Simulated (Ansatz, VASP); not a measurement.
# Two plane-wave programs on TiB2

```
CELL_PARAMETERS angstrom
3.03210 0.00000 0.00000
-1.51605 2.62588 0.00000
0.00000 0.00000 3.22341
ATOMIC_POSITIONS crystal
Ti 0.00000 0.00000 0.00000
B 0.33333 0.66667 0.50000
B 0.66667 0.33333 0.50000
```

Alike in both runs: functional PBE; k mesh 15 × 15 × 14; occupations gaussian, width 0.1 eV; no spin polarisation.

Ansatz relaxed the structure, and its values are those at the end. VASP's run is a single point on that final structure, the one shown.

|  | VASP | Ansatz |
| --- | --- | --- |
| version | VASP 6.6.1 | Ansatz 0.2.0 |
| potentials or method | VASP PAW PBE potentials, release 64 (Ti_sv, B) | scalar-relativistic, plane waves, PAW |
| plane-wave cutoff (eV) | 520 | 420 |
| valence electrons in the cell | 18 | 18 |

|  | VASP | Ansatz | Ansatz less VASP |
| --- | --- | --- | --- |
| gap on the k mesh at the Fermi level (eV) | none | none | - |
| pressure (GPa) | 0.2 | 0.0 | -0.18 |

A gap of «none» marks a metal or a gap that the smearing closes.
